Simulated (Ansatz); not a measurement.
# Si (Fd-3m) in Ansatz: equation of state

How stiff is Si in PBEsol, and what volume does it want? The cell is scaled to several volumes.

Program: Ansatz 0.2.0. These are calculated values, not measurements. Logs are shortened: lines on timing, memory, paths and dates and some standing lists are left out, and cuts for length are marked.

### Step 1. Starting point

It takes space group Fd-3m (No. 227, cubic). The conventional cell has a = 5.444 Å, b = 5.444 Å, c = 5.444 Å, α = 90.00°, β = 90.00°, γ = 90.00°. Around Si (site symmetry -43m) lie 4 Si at 2.36 Å.

### Step 2. Equation of state, PBEsol

Potentials or basis: all-electron LAPW, scalar-relativistic.

No new run: the results of the series are fitted here.

What came out:

```
Equilibrium volume                      : 20.04 Å³/atom
Bulk modulus                            : 94 GPa
Pressure derivative of the bulk modulus : 4.3
```

Energy against volume, from the lowest point:
```csv
volume (Å³/atom),energy (meV/atom)
18.955,18.78
19.358,7.03
19.761,0.96
20.165,0.00
20.568,3.64
20.971,11.41
21.375,22.91
```
